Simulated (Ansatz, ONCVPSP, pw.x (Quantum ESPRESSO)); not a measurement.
## From atom to crystal: ONCV potential for H

* Element: hydrogen
* Generator: ONCVPSP 4.0.1.1 (patched build)
* Type: optimised norm-conserving Vanderbilt (ONCV)
* Functional: PBE
* Relativity: scalar-relativistic
* Frozen core: none
* Valence charge: 1
* Reference configuration: 1s1
* Partial waves: 1s: rc 1.20 bohr, ncon 3, nbas 6, qcut 4.7 1/bohr, 2 projectors, debl 0.7 Ha; p scattering state at 0.28 Ha: rc 1.10 bohr, ncon 4, nbas 9, qcut 6.9 1/bohr, 2 projectors, debl 1.8 Ha
* Local potential: polynomial inside 1.05 bohr (lpopt 5, dvloc0 -1 Ha)
* Core correction: none

Atomic tests: cutoffs needed: 12 Ha and 55 Ha (the cutoffs (Ha) at which the residual kinetic energy of the hardest occupied pseudo-wave falls to 1 and 0.1 mHa per electron); ghost test: no bound ghost flagged; no localised positive-energy state flagged.

Crystal test: diamond H in pw.x 7.5, no spin, 15³ k-points, Fermi–Dirac smearing 0.01 Ry, cutoffs 130/520 Ry. The reference is all-electron LAPW (Ansatz 0.2.0) with the same functional, mesh and smearing; V0 and B0 come from Birch–Murnaghan fits to the pressures at five volumes. Errors are pseudo minus all-electron; Δ is the rms difference of the E(V) curves that follow from these fits, minima aligned, over ±6 % about the mean V0. Mesh and smearing are coarse, so the numbers serve the comparison and aren't converged zero-temperature values; the lattice is a test structure that the element need not adopt.

```json
{"V (Å³/atom)": "3.256", "P all-electron (GPa)": "4.83", "P pseudo (GPa)": "2.71"}
{"V (Å³/atom)": "3.341", "P all-electron (GPa)": "2.18", "P pseudo (GPa)": "0.21"}
{"V (Å³/atom)": "3.427", "P all-electron (GPa)": "-0.21", "P pseudo (GPa)": "-2.04"}
{"V (Å³/atom)": "3.513", "P all-electron (GPa)": "-2.36", "P pseudo (GPa)": "-4.06"}
{"V (Å³/atom)": "3.598", "P all-electron (GPa)": "-4.29", "P pseudo (GPa)": "-5.89"}
```

All-electron: a0 = 3.013 Å (V0 = 3.42 Å³/atom), B0 = 91.2 GPa.

Pseudopotential: mean pressure error (GPa): -1.85; a0 (Å): 2.992; a0 error (%): -0.69; B0 error (%): +0.6; Δ (meV/atom): 1.4. This is a poor potential for the solid.

Task: At the middle volume, how do free energy and pressure move when the wave cutoff is lowered (ecutrho kept at four times it)?

Result:

```
cutoff (Ry)  shift of F (meV/atom)  shift of P (GPa)
         58                  +10.3             -0.16
         78                   +8.5             +0.33
        104                   +4.6             -0.43
```

The run at the middle volume (120 k-points, 7 iterations) took about 11 s on one core of a shared host (Intel(R) Xeon(R) Platinum 8488C, 96 threads, 372 GiB, load 61).
